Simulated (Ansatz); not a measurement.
Runs of Ansatz 0.2.0 on P. It takes space group Cmce (No. 64, orthorhombic). Conventional cell: a = 3.295 Å, b = 10.930 Å, c = 4.544 Å, α = 90.00°, β = 90.00°, γ = 90.00°. P (site symmetry m) has 3 P at 2.20 to 2.25 Å as nearest neighbours. 

```tsv
level	share of exact exchange	gap on the mesh (eV)	pressure (GPa)	largest force (eV/Å)
HSE06	0.25	1.02	-0.1	0.14
HSE06 form with a typed share of exact exchange	0	0.44	2.1	0.33
HSE06 form with a typed share of exact exchange	0.5	1.72	-2.1	0.33
HSE06 form with a typed share of exact exchange	0.15	(a)	0.8	0.18
HSE06 form with a typed share of exact exchange	0.35	1.29	-0.9	0.19
HSE06 form with a typed share of exact exchange	0.1	(c)	(b)	0.23
```

Alike in all rows: task single point; potentials or basis Ansatz PAW; no spin polarisation; cell as given; k mesh 5 × 5 × 4; cutoff (eV) 420; smearing fermi-dirac 0.05 eV.

Task: Estimate the missing entries.

Result: (a) 0.78; (b) 1.2; (c) 0.66.

Caveats: odd divisions of the mesh miss points on the zone boundary, where band edges often lie, so the gap on the mesh can be too wide; the PAW data sets come from PBE, with cores solved anew for the run's functional, which leaves a small shift of forces and pressure (some runs); the thresholds are loose for stress (some runs); the PAW data sets were made with another functional, which shifts forces and pressure a little (some runs).

A k mesh can miss the band edges.
